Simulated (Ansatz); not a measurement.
BaS: band structure with PBEsol

**The experiment to reproduce.**

From a printed reference work, monograph, original work of 1988, for a bulk crystal of BaS at 2 K: band gap 3.806 eV (indirect).

BaS:

```
Ba S
1.0
     0.00000    3.19375    3.19375
     3.19375    0.00000    3.19375
     3.19375    3.19375    0.00000
Ba S
1 1
Cartesian
  0.0000 0.0000 0.0000
  3.1938 3.1938 3.1938
```

| Item | Value |
| --- | --- |
| Program | Ansatz 0.2.0 |
| Task | band structure |
| Functional | PBEsol |
| Potentials or basis | all-electron LAPW, relativistic spinors |
| Cutoff | 137 eV (chosen from the basis error) |
| Basis error allowed | 0.001 eV/atom |
| k mesh | 5 × 5 × 5 |
| Occupations | fermi-dirac, width 0.05 eV |
| Spin | spin-orbit coupling, no magnetisation |

The pressure is -1.2 GPa, the band gap on the k mesh is 2.15 eV, indirect (least direct gap 2.24 eV) and the band gap along the path is 2.04 eV, indirect (least direct gap 2.11 eV).

Levels at the corners of the path, in eV from the valence-band top:
| point | band 40 | band 41 | band 42 | band 43 | band 44 | band 45 |
| --- | --- | --- | --- | --- | --- | --- |
| Γ | 0.00 | 0.00 | 0.00 | 3.45 | 3.45 | 3.81 |
| X | -0.21 | -0.07 | -0.07 | 2.04 | 2.04 | 5.95 |
| W | -0.56 | -0.41 | -0.41 | 4.14 | 4.14 | 4.17 |
| K | -0.61 | -0.51 | -0.51 | 3.19 | 3.19 | 5.78 |
| Γ | 0.00 | 0.00 | 0.00 | 3.45 | 3.45 | 3.81 |
| L | -1.09 | -1.06 | -1.06 | 5.33 | 5.33 | 5.51 |
| U | -0.61 | -0.51 | -0.51 | 3.19 | 3.19 | 5.78 |
| W | -0.56 | -0.41 | -0.41 | 4.14 | 4.14 | 4.17 |

Run time: 48 s on 1 thread of Arm Neoverse V2 (shared host), peak memory 0.34 GiB.

A measured gap of BaS is 3.806 eV (indirect; 2 K; a printed reference work, monograph, original work of 1988); the calculated 2.04 eV misses it by -1.77 eV. The value is that of PBEsol, without temperature or zero-point motion. Semilocal functionals fall short of measured gaps as a rule.

Caveat: the mesh misses the band edges, which the band path finds closer together.
